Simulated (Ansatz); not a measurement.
## InP: projected density of states with PBEsol+D3(BJ)+ATM

**Measured values to compare with.**

A printed reference work, data compilation reports, for a bulk crystal of InP at 1.6 K: band gap 1.4236 eV (direct).

Crystal: InP.

```
In P
1.0
     0.00000    2.93050    2.93050
     2.93050    0.00000    2.93050
     2.93050    2.93050    0.00000
In P
1 1
Direct
  0.00000 0.00000 0.00000
  0.25000 0.25000 0.25000
```

* Program: Ansatz 0.2.0
* Task: projected density of states
* Functional: PBEsol
* Dispersion: D3(BJ)+ATM
* Potentials or basis: Ansatz NC or PseudoDojo by element
* Cutoff: 952 eV
* Density cutoff: 3810 eV
* k mesh: 8 × 8 × 8
* Occupations: fixed
* Spin: no spin polarisation
* Driver: chain

```yaml
Pressure: -1.0 GPa
Band_gap_on_the_k_mesh: 0.61 eV, direct
```

Levels at points of the mesh, in eV from the valence-band top:
| k point | band 7 | band 8 | band 9 | band 10 | band 11 | band 12 |
| --- | --- | --- | --- | --- | --- | --- |
| (0.00, 0.00, 0.00) | 0.00 | 0.00 | 0.00 | 0.61 | 4.02 | 4.02 |
| (0.00, 0.00, -0.50) | -5.80 | -0.98 | -0.98 | 1.40 | 4.73 | 4.73 |
| (0.00, -0.50, -0.50) | -5.81 | -2.35 | -2.35 | 1.63 | 2.16 | 9.11 |

States per cell in windows of 0.5 eV (zero at the valence-band top; states under -8 eV left out):
```tsv
from (eV)	total	P 3p	In 5p	In 5s	P 3s	In 4d
-8.0	0.00	0.00	0.00	0.00	0.00	0.00
-7.5	0.00	0.00	0.00	0.00	0.00	0.00
-7.0	0.00	0.00	0.00	0.00	0.00	0.00
-6.5	0.00	0.00	0.00	0.00	0.00	0.00
-6.0	0.39	0.19	0.02	0.17	0.01	0.00
-5.5	0.78	0.37	0.07	0.29	0.04	0.00
-5.0	0.29	0.14	0.03	0.09	0.03	0.00
-4.5	0.18	0.09	0.02	0.05	0.02	0.00
-4.0	0.13	0.06	0.01	0.03	0.02	0.00
-3.5	0.41	0.23	0.13	0.03	0.02	0.00
-3.0	0.64	0.38	0.20	0.03	0.02	0.01
-2.5	0.84	0.54	0.24	0.03	0.02	0.01
-2.0	0.85	0.59	0.22	0.02	0.01	0.01
-1.5	0.81	0.59	0.18	0.01	0.01	0.01
-1.0	0.50	0.39	0.09	0.01	0.00	0.01
-0.5	0.18	0.15	0.02	0.00	0.00	0.00
0.0	0.00	0.00	0.00	0.00	0.00	0.00
0.5	0.00	0.00	0.00	0.00	0.00	0.00
1.0	0.01	0.00	0.00	0.00	0.00	0.00
1.5	0.14	0.02	0.04	0.04	0.03	0.00
2.0	0.52	0.10	0.17	0.12	0.09	0.00
2.5	0.98	0.23	0.29	0.23	0.12	0.00
3.0	0.59	0.17	0.16	0.13	0.06	0.00
3.5	0.47	0.13	0.17	0.08	0.03	0.00
4.0	0.88	0.21	0.40	0.09	0.03	0.00
4.5	0.69	0.16	0.36	0.05	0.01	0.00
5.0	0.84	0.16	0.44	0.03	0.02	0.00
5.5	0.79	0.15	0.37	0.03	0.03	0.00
6.0	0.48	0.09	0.22	0.02	0.02	0.00
6.5	0.59	0.11	0.22	0.03	0.03	0.00
7.0	0.63	0.09	0.19	0.02	0.02	0.00
7.5	0.50	0.05	0.11	0.01	0.00	0.00
```

Wall time 5.4 s on 2 threads of Intel(R) Xeon(R) 6975P-C (Granite Rapids) (shared host), peak memory 0.55 GiB.

A measured gap of InP is 1.4236 eV (direct; 1.6 K; a printed reference work, data compilation); the calculated 0.61 eV misses it by -0.81 eV. Spin-orbit coupling on In is left out. The value is that of PBEsol+D3(BJ)+ATM, without temperature or zero-point motion. Semilocal functionals fall short of measured gaps as a rule.

Caveat: spin-orbit coupling is left out, which moves the levels of the heavy elements.
